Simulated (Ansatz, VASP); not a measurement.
## One calculation of AlCr2C, two programs

```
Al Cr C
1.0
     2.82510    0.00000    0.00000
    -1.41255    2.44661    0.00000
     0.00000    0.00000   12.60137
Al Cr C
2 4 2
Direct
  0.66667 0.33333 0.25000
  0.33333 0.66667 0.75000
  0.33333 0.66667 0.41494
  0.66667 0.33333 0.91494
  0.66667 0.33333 0.58506
  0.33333 0.66667 0.08506
  0.00000 0.00000 0.50000
  0.00000 0.00000 0.00000
```

The cell comes from a database or a generator and needn't be the stable form of this composition.

Alike in both runs: task single point; functional PBEsol; k mesh 9 × 9 × 2; occupations gaussian, width 0.1 eV; no spin polarisation.

```csv
,VASP,Ansatz
version,VASP 6.6.1,Ansatz 0.2.0
potentials or method,"VASP PAW PBE potentials, release 64 (Al, Cr_pv, C)","scalar-relativistic, plane waves, PAW"
plane-wave cutoff (eV),520,420
valence electrons in the cell,62,70
```

VASP gave:

| Quantity | Value |
| --- | --- |
| gap on the k mesh at the Fermi level (eV) | none |
| pressure (GPa) | -2.9 |
| largest component of the traceless stress (GPa) | 0.20 |
| rms of the force components (eV/Å) | 0.106 |

Question: What did Ansatz give for the same quantities?

Answer: gap on the k mesh at the Fermi level (eV): none; pressure (GPa): -3.0; largest component of the traceless stress (GPa): 0.30; rms of the force components (eV/Å): 0.118.

Atom by atom the forces differ by 0.012 eV/Å (rms over components). A gap of «none» marks a metal or a gap that the smearing closes. With one functional, cell and mesh, what is left measures potentials, basis and numerics. The two sets of potentials don't hold the same shells in valence.

Caveats: the PAW data sets were made with another functional, which shifts forces and pressure a little (VASP). Spin polarisation is off, so any magnetic state and its effect on volume and gap are missing.
